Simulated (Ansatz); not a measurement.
# SrO: the cost of one run

Program: Ansatz 0.2.0. Level of theory: DFT PBE, scalar-relativistic. These are calculated values, not measurements.

## Step 1: Starting point

Symmetry: Fm-3m, No. 225, cubic system. The conventional cell has a = 5.140 Å, b = 5.140 Å, c = 5.140 Å, α = 90.00°, β = 90.00°, γ = 90.00°. Sr (site symmetry m-3m) is surrounded by 6 O at 2.57 Å. Around O (site symmetry m-3m) lie 6 Sr at 2.57 Å.

Structure file:

```
CELL_PARAMETERS angstrom
0.00000 2.56980 2.56980
2.56980 0.00000 2.56980
2.56980 2.56980 0.00000
ATOMIC_POSITIONS crystal
Sr 0.00000 0.00000 0.00000
O 0.50000 0.50000 0.50000
```

The cell is a deposited one (Crystallography Open Database entry 1100027); the temperature and pressure of the measurement aren't taken into account, and nothing was relaxed.

Atoms are numbered in the order of the input: Sr1, O2.

## Step 2: Volume × 0.94, LAPW

input.yaml

```yaml
crystal:
  lattice:
    - [0.0, 2.5173403822, 2.5173403822]
    - [2.5173403822, 0.0, 2.5173403822]
    - [2.5173403822, 2.5173403822, 0.0]
  atoms:
    - { symbol: Sr, position: [0.0, 0.0, 0.0] }
    - { symbol: O, position: [0.5, 0.5, 0.5] }
kpoints:
  mp_grid: { grid: [8, 8, 8] }
  band_path:
    path:
      - [0.0, 0.0, 0.0]
      - [0.5, 0.0, 0.5]
      - [0.625, 0.25, 0.625]
      - [0.375, 0.375, 0.75]
      - [0.0, 0.0, 0.0]
      - [0.5, 0.5, 0.5]
      - [0.5, 0.25, 0.75]
      - [0.5, 0.0, 0.5]
    npoints: 5
scf:
  occupations: { method: fermi_dirac, width: 0.02 }
hamiltonian:
  xc: pbe
  pseudopotentials: { kind: all_electron, lapw: { basis_error: 0.00025 } }
output:
  forces: true
  stress: true
  eigenvalues: true
```

On the command line:

```bash
$ ansatz run input.yaml --threads 1 --pin off --max-ram 3072MiB --backend cpu --events-out ev --progress --plain --runs-dir out
```

Q: Estimate wall time and peak memory on 1 thread of Intel Xeon Platinum 8488C (Sapphire Rapids), shared host.

About 5.9 s, with a peak of 0.33 GiB.
